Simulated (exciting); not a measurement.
# Au (Fm-3m) in exciting: a series of runs

One crystal, Au, is run at these levels: PBE; tasks: single point.

Everything below comes from runs of exciting (release sodium). Logs are shortened: lines on timing, memory, paths and dates and some standing lists are left out, and cuts for length are marked.

## (1) The crystal as given

The structure is cubic, space group Fm-3m (No. 225). Conventional cell: a = 4.070 Å, b = 4.070 Å, c = 4.070 Å, α = 90.00°, β = 90.00°, γ = 90.00°. Au (site symmetry m-3m) is surrounded by 12 Au at 2.88 Å.

## (2) Single point, PBE

input.xml reads:

```xml
<input>
  <title>Au</title>
  <structure speciespath="./" tshift="false">
    <crystal scale="1">
      <basevect>0.000000000000 3.845592663613 3.845592663613</basevect>
      <basevect>3.845592663613 0.000000000000 3.845592663613</basevect>
      <basevect>3.845592663613 3.845592663613 0.000000000000</basevect>
    </crystal>
    <species speciesfile="Au.xml" rmt="2.3">
      <atom coord="0.000000000000 0.000000000000 0.000000000000"/>
    </species>
  </structure>
  <groundstate do="fromscratch" ngridk="11 11 11" rgkmax="9" gmaxvr="14" lmaxapw="10" lmaxmat="10" lmaxvr="8" xctype="GGA_PBE" stype="Gaussian" swidth="0.00088198" nempty="12" ValenceRelativity="iora*" epsengy="1e-05" epspot="1e-05" maxscl="60" tforce="true" outputlevel="normal"/>
  <properties>
    <chargedensityplot>
      <plot3d>
        <box grid="15 15 15">
          <origin coord="0 0 0"/>
          <point coord="1 0 0"/>
          <point coord="0 1 0"/>
          <point coord="0 0 1"/>
        </box>
      </plot3d>
    </chargedensityplot>
    <elfplot>
      <plot3d>
        <box grid="15 15 15">
          <origin coord="0 0 0"/>
          <point coord="1 0 0"/>
          <point coord="0 1 0"/>
          <point coord="0 0 1"/>
        </box>
      </plot3d>
    </elfplot>
    <exccplot>
      <plot3d>
        <box grid="15 15 15">
          <origin coord="0 0 0"/>
          <point coord="1 0 0"/>
          <point coord="0 1 0"/>
          <point coord="0 0 1"/>
        </box>
      </plot3d>
    </exccplot>
  </properties>
</input>
```

Potentials or basis: all-electron LAPW+lo, shipped species files, valence relativity iora*.

Command:

```sh
> OMP_NUM_THREADS=1 exciting_smp
```

INFO.OUT:

```text
================================================================================
EXCITING SODIUM started
[... 10 lines left out ...]

 Lattice vectors (cartesian) :
      0.0000000000      3.8455926636      3.8455926636
      3.8455926636      0.0000000000      3.8455926636
      3.8455926636      3.8455926636      0.0000000000

 Reciprocal lattice vectors (cartesian) :
     -0.8169332866      0.8169332866      0.8169332866
      0.8169332866     -0.8169332866      0.8169332866
      0.8169332866      0.8169332866     -0.8169332866

 Unit cell volume                           :     113.7417320758
 Brillouin zone volume                      :       2.1808197301

 Species :    1 (Au)
     parameters loaded from                 :    Au.xml
     name                                   :    gold
     nuclear charge                         :     -79.00000000
     electronic charge                      :      79.00000000
     atomic mass                            :  359048.05590000
     muffin-tin radius                      :       2.30000000
     # of radial points in muffin-tin       :     450

     atomic positions (lattice) :
       1 :   0.00000000  0.00000000  0.00000000

 Total number of atoms per unit cell        :       1

 Spin treatment                             :    spin-unpolarised

 Number of Bravais lattice symmetries       :      48
 Number of crystal symmetries               :      48

 k-point grid                               :      11   11   11
 Total number of k-points                   :      56
 k-point set is reduced with crystal symmetries

 R^MT_min * |G+k|_max (rgkmax)              :       9.00000000
 Species with R^MT_min                      :       1 (Au)
 Maximum |G+k| for APW functions            :       3.91304348
 Maximum |G| for potential and density      :      14.00000000

 G-vector grid sizes                        :      25    25    25
 Total number of G-vectors                  :    5209

 Maximum angular momentum used for
     APW functions                          :      10
     computing H and O matrix elements      :      10
     potential and density                  :       8
     inner part of muffin-tin               :       2

 Total nuclear charge                       :     -79.00000000
 Total electronic charge                    :      79.00000000
 Total core charge                          :      48.00000000
 Total valence charge                       :      31.00000000

 Number of empty states                     :      12
 Total number of valence states             :      28

 Maximum Hamiltonian size                   :     151
 Maximum number of plane-waves              :     125
 Total number of local-orbitals             :      26

 Exchange-correlation type                  :      20
     Perdew-Burke-Ernzerhof, Phys. Rev. Lett. 77, 3865 (1996)
     Generalised gradient approximation (GGA)

 Smearing scheme                            :    Gaussian
 Smearing width                             :       0.00088198

 Using multisecant Broyden potential mixing
[... 16 lines left out ...]
+ SCF iteration number :    1                                                  +
++++++++++++++++++++++++++++++++++++++++++++++++++++++++++++++++++++++++++++++++
 Total energy                               :    -19031.89500349
 _______________________________________________________________
 Fermi energy                               :         0.45254287
 Kinetic energy                             :     21899.04777727
 Coulomb energy                             :    -40565.66244670
 Exchange energy                            :      -360.40984584
 Correlation energy                         :        -4.87048823

 DOS at Fermi energy (states/Ha/cell)       :        19.15700846

 Electron charges :
     core                                   :        48.00000000
     core leakage                           :         0.00152491
     valence                                :        31.00000000
     interstitial                           :         2.35790582
     charge in muffin-tin spheres :
                  atom     1    Au          :        76.64209418
     total charge in muffin-tins            :        76.64209418
     total charge                           :        79.00000000

++++++++++++++++++++++++++++++++++++++++++++++++++++++++++++++++++++++++++++++++
+ SCF iteration number :    2                                                  +
++++++++++++++++++++++++++++++++++++++++++++++++++++++++++++++++++++++++++++++++
 Total energy                               :    -19043.26702725
 _______________________________________________________________
 Fermi energy                               :         0.44015866
 Kinetic energy                             :     21892.09094311
 Coulomb energy                             :    -40569.86996620
 Exchange energy                            :      -360.61682712
 Correlation energy                         :        -4.87117704

 DOS at Fermi energy (states/Ha/cell)       :         2.89831090

 Electron charges :
     core                                   :        48.00000000
     core leakage                           :         0.00147235
     valence                                :        31.00000000
     interstitial                           :         2.26472809
     charge in muffin-tin spheres :
                  atom     1    Au          :        76.73527191
     total charge in muffin-tins            :        76.73527191
     total charge                           :        79.00000000
[... 393 lines left out ...]
 RMS change in effective potential (target) :  0.250690E-08  ( 0.100000E-04)
 Absolute change in total energy   (target) :  0.452271E-05  ( 0.100000E-04)
 Charge distance                   (target) :  0.118267E-08  ( 0.100000E-04)
 Abs. change in max-nonIBS-force   (target) :   0.00000      ( 0.500000E-04)

++++++++++++++++++++++++++++++++++++++++++++++++++++++++++++++++++++++++++++++++
+ SCF iteration number :   17                                                  +
++++++++++++++++++++++++++++++++++++++++++++++++++++++++++++++++++++++++++++++++
 Total energy                               :    -19047.91431204
 _______________________________________________________________
 Fermi energy                               :         0.41835326
 Kinetic energy                             :     21887.68843780
 Coulomb energy                             :    -40570.05464411
 Exchange energy                            :      -360.67671682
 Correlation energy                         :        -4.87138891

 DOS at Fermi energy (states/Ha/cell)       :         2.89839701

 Electron charges :
     core                                   :        48.00000000
     core leakage                           :         0.00143930
     valence                                :        31.00000000
     interstitial                           :         2.20913235
     charge in muffin-tin spheres :
                  atom     1    Au          :        76.79086765
     total charge in muffin-tins            :        76.79086765
     total charge                           :        79.00000000

 RMS change in effective potential (target) :  0.111622E-08  ( 0.100000E-04)
 Absolute change in total energy   (target) :  0.241333E-06  ( 0.100000E-04)
 Charge distance                   (target) :  0.974673E-10  ( 0.100000E-04)
 Abs. change in max-nonIBS-force   (target) :   0.00000      ( 0.500000E-04)

++++++++++++++++++++++++++++++++++++++++++++++++++++++++++++++++++++++++++++++++
| Convergency criteria checked for the last 2 iterations                       +
| Convergence targets achieved. Performing final SCF iteration                 +
++++++++++++++++++++++++++++++++++++++++++++++++++++++++++++++++++++++++++++++++
 Total energy                               :    -19047.91431177
 _______________________________________________________________
 Fermi energy                               :         0.41835326
 Kinetic energy                             :     21887.68843788
 Coulomb energy                             :    -40570.05464393
 Exchange energy                            :      -360.67671682
 Correlation energy                         :        -4.87138891

 DOS at Fermi energy (states/Ha/cell)       :         2.89839764

 Electron charges :
     core                                   :        48.00000000
     core leakage                           :         0.00143930
     valence                                :        31.00000000
     interstitial                           :         2.20913235
     charge in muffin-tin spheres :
                  atom     1    Au          :        76.79086765
     total charge in muffin-tins            :        76.79086765
     total charge                           :        79.00000000

++++++++++++++++++++++++++++++++++++++++++++++++++++++++++++++++++++++++++++++++
+ Self-consistent loop stopped                                                 +
++++++++++++++++++++++++++++++++++++++++++++++++++++++++++++++++++++++++++++++++
 STATE.OUT is written

--------------------------------------------------------------------------------
- Writing atomic positions and forces                                          -
--------------------------------------------------------------------------------

 Atomic positions (lattice) :
 atom     1  Au  :     0.00000000    0.00000000    0.00000000

 Total atomic forces including IBS (cartesian) :
 atom     1  Au  :     0.00000000    0.00000000    0.00000000

 Atomic force components including IBS (cartesian) :
 atom     1  Au  :     0.00000000    0.00000000    0.00000000   HF force
                 :     0.00000000    0.00000000    0.00000000   core correction
                 :     0.00000000    0.00000000    0.00000000   IBS correction

********************************************************************************
* Groundstate module stopped                                                   *
********************************************************************************

--------------------------------------------------------------------------------
- CAUTION! Warnings have been written in file WARNING.OUT !                    -
--------------------------------------------------------------------------------
================================================================================
| EXCITING SODIUM stopped                                                      =
================================================================================
```

Run time: 48 s. Hardware: 1 thread of Arm Neoverse V2, shared host; peak memory 0.1 GiB.

Results:

| Item | Value |
| --- | --- |
| Free energy | -518320.1535 eV |
| Band gap on the k mesh | none (metal or under the smearing width) |
| All electrons inside the program's atomic spheres | Au 76.79 (radii Au 2.3 bohr) |

Levels at points of the mesh, in eV from the Fermi level:
| k point | band 14 | band 15 | band 16 | band 17 | band 18 | band 19 |
| --- | --- | --- | --- | --- | --- | --- |
| (0.00, 0.00, 0.00) | -4.87 | -3.32 | -3.32 | 14.36 | 18.42 | 18.42 |

Caveat: the basis of Au and Ba changes in steps between geometries, so energy differences can be off by several meV. Spin-orbit coupling is left out, which matters for the levels of Au.

[end of part 1 of 2]
